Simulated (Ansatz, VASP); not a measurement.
# One calculation of KCl, two programs

```xyz
4
Lattice="4.3401 -0.0237 0.0000 -2.1905 3.7704 0.0000 0.0000 0.0000 7.6360" Properties=species:S:1:pos:R:3 pbc="T T T"
K     0.0000    0.0000    0.0000
K     0.0000    0.0000    3.8180
Cl   -0.0240    2.5057    1.9090
Cl    2.1736    1.2411    5.7270
```

Change from the starting cell: shear_xy strain -1.1%.

Alike in both runs: task single point; functional PBE; k mesh 12 × 12 × 4; occupations fermi-dirac, width 0.02 eV; no spin polarisation.

|  | VASP | Ansatz |
| --- | --- | --- |
| version | VASP 6.6.1 | Ansatz 0.2.0 |
| potentials or method | VASP PAW PBE potentials, release 64 (K_sv, Cl) | plane waves, PAW |
| plane-wave cutoff (eV) | 520 | 420 |
| valence electrons in the cell | 32 | 32 |

|  | VASP | Ansatz | Ansatz less VASP |
| --- | --- | --- | --- |
| gap on the k mesh at the Fermi level (eV) | 5.11 | 5.12 | +0.002 |
| pressure (GPa) | 0.8 | 0.8 | -0.02 |
| largest component of the traceless stress (GPa) | 0.07 | 0.07 | 0.000 |

A k mesh can miss the band edges.
